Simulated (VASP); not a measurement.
The system is B.

```
B
1.0
     1.62456    0.00000    0.00000
     0.00000    2.86615    0.00000
     0.00000    0.00000    3.91440
B
2
Direct
  0.00000 0.50000 0.60926
  0.50000 0.00000 0.39074
```

The cell was built by a generator and needn't be a form met in nature.

```yaml
Program: VASP 6.6.1
Task: relaxation of cell and atoms
Functional: LDA
Potentials_or_basis: VASP PAW LDA potentials, release 64 (B)
Cutoff: 600 eV
k_mesh: 16 × 9 × 7
Occupations: fermi-dirac, width 0.05 eV
Spin: no spin polarisation
```

At the start: pressure -6.1 GPa; volume 9.11 Å³/atom.

Task: Where does the relaxation end?

Result: Over 19 steps the energy falls by 17.0 meV/atom and the volume is 8.19 Å³/atom (-10.2 %); space group Pmmn (No. 59, to 0.05 Å).

Step by step:
```
step  energy change (eV)  largest force (eV/Å)  pressure (GPa)  volume (Å³)
   1              0.0000                0.2155           -6.07        18.23
   2             -0.0012                0.0709            5.32        17.33
   3             -0.0107                0.0785           -0.46        17.76
   4             -0.0182                0.0328           -0.11        17.48
   5             -0.0195                0.0950            0.13        17.33
   6             -0.0243                0.1220           -1.39        17.23
   7             -0.0256                0.1451           -2.59        17.15
   8             -0.0284                0.1518           -1.61        16.96
   9             -0.0302                0.1657            0.15        16.64
  10             -0.0332                0.0856            0.12        16.45
  11             -0.0339                0.0249            0.12        16.31
  12             -0.0339                0.0276            0.12        16.31
  13             -0.0340                0.0170            0.07        16.34
  14             -0.0340                0.0011           -0.01        16.37
  15             -0.0340                0.0007           -0.01        16.37
  16             -0.0340                0.0008            0.00        16.37
  17             -0.0340                0.0025           -0.03        16.38
  18             -0.0340                0.0006           -0.02        16.37
  19             -0.0340                0.0020           -0.05        16.37
```

Final structure:
```
B
1.0
     1.61760    0.00000    0.00000
     0.00000    2.82440    0.00000
     0.00000    0.00000    3.58395
B
2
Direct
  0.00000 0.50000 0.61375
  0.50000 0.00000 0.38625
```
